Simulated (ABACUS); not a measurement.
# Au (Fm-3m) in ABACUS: equation of state, part 2 of 2

ABACUS 3.10.1. The steps go on from the part before.

## (3) Equation of state, PBE, 16.18 Å³/atom (volume scaled by 0.96)

File INPUT:

```
INPUT_PARAMETERS
suffix              Au
calculation         scf
basis_type          pw
pseudo_dir          ./
symmetry            1
dft_functional      pbe
ecutwfc             76
pseudo_rcut         10
nspin               1
nbands              14
ks_solver           dav
smearing_method     fd
smearing_sigma      0.00367493
scf_thr             1e-08
scf_nmax            100
mixing_type         broyden
mixing_beta         0.7
cal_force           1
cal_stress          1
kpar                4
```

File STRU:

```
ATOMIC_SPECIES
Au 196.9666 Au.upf

LATTICE_CONSTANT
1.8897261246

LATTICE_VECTORS
0.0000000000 2.0074966285 2.0074966285
2.0074966285 0.0000000000 2.0074966285
2.0074966285 2.0074966285 0.0000000000

ATOMIC_POSITIONS
Direct

Au
0.0
1
0.0000000000 0.0000000000 0.0000000000 1 1 1
```

File KPT:

```
K_POINTS
0
Gamma
11 11 11 0 0 0
```

Potentials or basis: PseudoDojo NC SR 0.4.1 PBE standard, plane waves.

Started as:

```console
> OMP_NUM_THREADS=1 mpirun -np 4 abacus > log
```

Run time: 7.1 s. Hardware: 4 MPI ranks of Intel Xeon Platinum 8488C (Sapphire Rapids), shared host; peak memory 0.24 GiB.

It converged, with:

```yaml
Free_energy: -4032.6333 eV
Pressure: 19.5 GPa
Band_gap_on_the_k_mesh: none (metal or under the smearing width)
```

## (4) Equation of state, PBE, 16.52 Å³/atom (volume scaled by 0.98)

INPUT is that of step 3.

File STRU:

```
ATOMIC_SPECIES
Au 196.9666 Au.upf

LATTICE_CONSTANT
1.8897261246

LATTICE_VECTORS
0.0000000000 2.0213418704 2.0213418704
2.0213418704 0.0000000000 2.0213418704
2.0213418704 2.0213418704 0.0000000000

ATOMIC_POSITIONS
Direct

Au
0.0
1
0.0000000000 0.0000000000 0.0000000000 1 1 1
```

KPT is that of step 3.

Started as:

```console
> OMP_NUM_THREADS=1 mpirun -np 4 abacus > log
```

Run time: 6.9 s. Hardware: 4 MPI ranks of Intel Xeon Platinum 8488C (Sapphire Rapids), shared host; peak memory 0.24 GiB.

The run converged. Its results:

- Free energy: -4032.6690 eV
- Pressure: 14.6 GPa
- Band gap on the k mesh: none (metal or under the smearing width)

## (5) Equation of state, PBE, 16.85 Å³/atom

INPUT is that of step 4.

File STRU:

```
ATOMIC_SPECIES
Au 196.9666 Au.upf

LATTICE_CONSTANT
1.8897261246

LATTICE_VECTORS
0.0000000000 2.0350000000 2.0350000000
2.0350000000 0.0000000000 2.0350000000
2.0350000000 2.0350000000 0.0000000000

ATOMIC_POSITIONS
Direct

Au
0.0
1
0.0000000000 0.0000000000 0.0000000000 1 1 1
```

KPT is that of step 4.

Potentials or basis: PseudoDojo NC SR 0.4.1 PBE standard, plane waves.

Started as:

```console
> OMP_NUM_THREADS=1 mpirun -np 4 abacus > log
```

running log:

```text
ABACUS v3.10.1

               Atomic-orbital Based Ab-initio Computation at UStc

 ------------------------------------------------------------------------------------

 READING GENERAL INFORMATION
                           global_out_dir = OUT.Au/
                           global_in_card = INPUT
                               pseudo_dir = ./
                              orbital_dir =
                                    DSIZE = 4
                                    GSIZE = 1

 READING UNITCELL INFORMATION
                                    ntype = 1
                  lattice constant (Bohr) = 1.88973
              lattice constant (Angstrom) = 1

 READING ATOM TYPE 1
                               atom label = Au
                      L=0, number of zeta = 1
                      L=1, number of zeta = 1
                      L=2, number of zeta = 1
             number of atom for this type = 1

                        TOTAL ATOM NUMBER = 1
DIRECT COORDINATES
    atom                   x                   y                   z     mag                  vx                  vy                  vz
taud_Au1            0.0000000000        0.0000000000        0.0000000000  0.0000        0.0000000000        0.0000000000        0.0000000000

                          Volume (Bohr^3) = 113.742
                             Volume (A^3) = 16.8548

[... 286 lines left out ...]
----------------------------------------------------------

 charge density convergence is achieved
 final etot is -4032.6951742 eV
 EFERMI = 21.027701974 eV

 STATE ENERGY(eV) AND OCCUPATIONS    NSPIN == 1
 1/14 kpoint (Cartesian) = 0.0000 0.0000 0.0000 (1243 pws)
       1       -84.6455     0.00150263
       2       -35.8970     0.00150263
       3       -35.8970     0.00150263
       4       -35.8970     0.00150263
       5        11.0151     0.00150263
       6        16.2563     0.00150263
       7        16.2563     0.00150263
       8        16.2563     0.00150263
       9        17.8043     0.00150263
      10        17.8043     0.00150263
      11        35.4712        0.00000
      12        39.5256        0.00000
      13        39.5256        0.00000
      14        39.5256        0.00000
[... 66 lines left out ...]
       1       -84.6333      0.0120210
       2       -36.1200      0.0120210
       3       -35.9310      0.0120210
       4       -35.9310      0.0120210
       5        13.5835      0.0120210
       6        16.2332      0.0120210
       7        16.2332      0.0120210
       8        18.9780      0.0120210
       9        18.9780      0.0120210
      10        19.4964      0.0120210
      11        24.7452    6.16433e-35
      12        35.0042        0.00000
      13        38.3515        0.00000
      14        38.3515        0.00000

[... levels at 8 further k points ...]

------------------------------------------------------------------------------------------
 TOTAL-FORCE (eV/Angstrom)
------------------------------------------------------------------------------------------
                       Au1         0.0000000000         0.0000000000         0.0000000000
------------------------------------------------------------------------------------------

----------------------------------------------------------------
 TOTAL-STRESS (KBAR)
----------------------------------------------------------------
       103.9674675787        -0.0000000000         0.0000000000
         0.0000000000       103.9674675787        -0.0000000000
         0.0000000000        -0.0000000000       103.9674675787
----------------------------------------------------------------
 TOTAL-PRESSURE: 103.967468 KBAR

 --------------------------------------------
 !FINAL_ETOT_IS -4032.6951742047735934 eV
 --------------------------------------------
```

stdout:

```text
ABACUS v3.10.1

               Atomic-orbital Based Ab-initio Computation at UStc                    ,Total thread number: 4,Local thread limit: 96

%%%%%%%%%%%%%%%%%%%%%%%%%%%%%%%%%%%%%%%%%%%%%%%%%%%%%%%%%%%%%%%%%%%%%%%%%%%%%%%%%%%%%%%%%%%%%%%%%%%%%%%%%
[... 32 lines left out ...]
 TOTAL-STRESS (KBAR)
----------------------------------------------------------------
       103.9674675787        -0.0000000000         0.0000000000
         0.0000000000       103.9674675787        -0.0000000000
         0.0000000000        -0.0000000000       103.9674675787
----------------------------------------------------------------
 TOTAL-PRESSURE: 103.967468 KBAR
```

Run time: 3.8 s. Hardware: 4 MPI ranks of Intel Xeon Platinum 8488C (Sapphire Rapids), shared host; peak memory 0.24 GiB.

Results:

```
Free energy            : -4032.6952 eV
Pressure               : 10.4 GPa
Band gap on the k mesh : none (metal or under the smearing width)
```

## (6) Equation of state, PBE, 17.19 Å³/atom (volume scaled by 1.02)

INPUT is that of step 5.

File STRU:

```
ATOMIC_SPECIES
Au 196.9666 Au.upf

LATTICE_CONSTANT
1.8897261246

LATTICE_VECTORS
0.0000000000 2.0484772140 2.0484772140
2.0484772140 0.0000000000 2.0484772140
2.0484772140 2.0484772140 0.0000000000

ATOMIC_POSITIONS
Direct

Au
0.0
1
0.0000000000 0.0000000000 0.0000000000 1 1 1
```

KPT is that of step 5.

Potentials or basis: PseudoDojo NC SR 0.4.1 PBE standard, plane waves.

Started as:

```console
> OMP_NUM_THREADS=1 mpirun -np 4 abacus > log
```

It took 3.9 s on 4 MPI ranks of Intel Xeon Platinum 8488C (Sapphire Rapids), shared host; peak memory 0.24 GiB.

The run converged. Its results:

* Free energy: -4032.7129 eV
* Pressure: 6.6 GPa
* Band gap on the k mesh: none (metal or under the smearing width)

## (7) Equation of state, PBE, 17.53 Å³/atom (volume scaled by 1.04)

INPUT is that of step 6.

File STRU:

```
ATOMIC_SPECIES
Au 196.9666 Au.upf

LATTICE_CONSTANT
1.8897261246

LATTICE_VECTORS
0.0000000000 2.0617793868 2.0617793868
2.0617793868 0.0000000000 2.0617793868
2.0617793868 2.0617793868 0.0000000000

ATOMIC_POSITIONS
Direct

Au
0.0
1
0.0000000000 0.0000000000 0.0000000000 1 1 1
```

KPT is that of step 6.

Started as:

```console
> OMP_NUM_THREADS=1 mpirun -np 4 abacus > log
```

Wall time 4.2 s (4 MPI ranks of Intel Xeon Platinum 8488C (Sapphire Rapids), shared host); peak memory 0.24 GiB.

Results (log left out):

- Free energy: -4032.7233 eV
- Pressure: 3.3 GPa
- Band gap on the k mesh: none (metal or under the smearing width)

## (8) Equation of state, PBE, 17.87 Å³/atom (volume scaled by 1.06)

INPUT is that of step 7.

File STRU:

```
ATOMIC_SPECIES
Au 196.9666 Au.upf

LATTICE_CONSTANT
1.8897261246

LATTICE_VECTORS
0.0000000000 2.0749120936 2.0749120936
2.0749120936 0.0000000000 2.0749120936
2.0749120936 2.0749120936 0.0000000000

ATOMIC_POSITIONS
Direct

Au
0.0
1
0.0000000000 0.0000000000 0.0000000000 1 1 1
```

KPT is that of step 7.

Started as:

```console
> OMP_NUM_THREADS=1 mpirun -np 4 abacus > log
```

It took 4.3 s on 4 MPI ranks of Intel Xeon Platinum 8488C (Sapphire Rapids), shared host; peak memory 0.24 GiB.

The run converged. Its results:

```
Free energy            : -4032.7271 eV
Pressure               : 0.4 GPa
Band gap on the k mesh : none (metal or under the smearing width)
```

## (9) Equation of state, PBE

Potentials or basis: PseudoDojo NC SR 0.4.1 PBE standard, plane waves.

This step only gathers the single runs of the series.

What came out:

```yaml
Equilibrium_volume: "17.91 Å³/atom (rough: see the caveat)"
Bulk_modulus: 143 GPa (rough)
```

Energy against volume, from the lowest point:
```tsv
volume (Å³/atom)	energy (meV/atom)
15.843	140.36
16.181	93.81
16.518	58.09
16.855	31.91
17.192	14.16
17.529	3.81
17.866	0.00
```

Caveat: the minimum lies outside the volumes run. Spin-orbit coupling is left out, which matters for the levels of Au.
